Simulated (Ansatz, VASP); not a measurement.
Two plane-wave programs on PbS

Contents of INCAR:

```
SYSTEM = PbS
  PREC = Accurate
  ENCUT = 520
  EDIFF = 1E-6
  ISMEAR = 0
  SIGMA = 0.012
  LREAL = .False.
  LASPH = .True.
  NELM = 80
  ALGO = Normal
  ISIF = 2
  LWAVE = .False.
  LCHARG = .False.
  GGA = PE
  NBANDS = 17
```

The input KPOINTS:

```
Automatic mesh
0
Gamma
  8 8 7
  0 0 0
```

The input POSCAR:

```
PbS
1.0
    4.0896976867      0.0000000000      0.0000000000
   -2.0448488433      3.5417820905      0.0000000000
    0.0000000000      0.0000000000      3.7881670000
Pb S
1 1
Direct
    0.0000000000      0.0000000000      0.0000000000
    0.6666666667      0.3333333333      0.5000000000
```

input.yaml

```yaml
crystal:
  lattice:
    - [4.0896976867, 0.0, 0.0]
    - [-2.0448488433, 3.5417820905, 0.0]
    - [0.0, 0.0, 3.788167]
  atoms:
    - { symbol: Pb, position: [0.0, 0.0, 0.0] }
    - { symbol: S, position: [0.6666666667, 0.3333333333, 0.5] }
hamiltonian:
  xc: pbe
  pseudopotentials: { kind: paw }
kpoints:
  mp_grid: { grid: [8, 8, 7] }
scf:
  occupations: { method: gaussian, width: 0.012 }
output:
  forces: true
  stress: true
  eigenvalues: true
  write_density: true
  write_potential: true
  elf: true
  volumetric_format: npy
```

Measurements of this composition are mostly on another form, of space group No. 225.

Alike in both runs: task single point; functional PBE; k mesh 8 × 8 × 7; occupations gaussian, width 0.012 eV; no spin polarisation.

|  | VASP | Ansatz |
| --- | --- | --- |
| version | VASP 6.6.1 | Ansatz 0.2.0 |
| potentials or method | VASP PAW PBE potentials, release 64 (Pb_d, S) | Ansatz PAW |
| plane-wave cutoff (eV) | 520 | 420 |
| valence electrons in the cell | 20 | 20 |

|  | VASP | Ansatz | Ansatz less VASP |
| --- | --- | --- | --- |
| gap on the k mesh at the Fermi level (eV) | 0.21 | 0.21 | -0.004 |
| least direct gap on the mesh (eV) | 1.65 | 1.64 | -0.004 |
| pressure (GPa) | 0.0 | 0.1 | +0.07 |

Caveats: spin-orbit coupling is left out, which as a rule narrows the gap of such compounds by several tenths of an eV; an odd mesh through Γ misses points on the zone boundary, where band edges often lie (VASP); odd divisions of the mesh miss points on the zone boundary, where band edges often lie, so the gap on the mesh can be too wide (Ansatz).
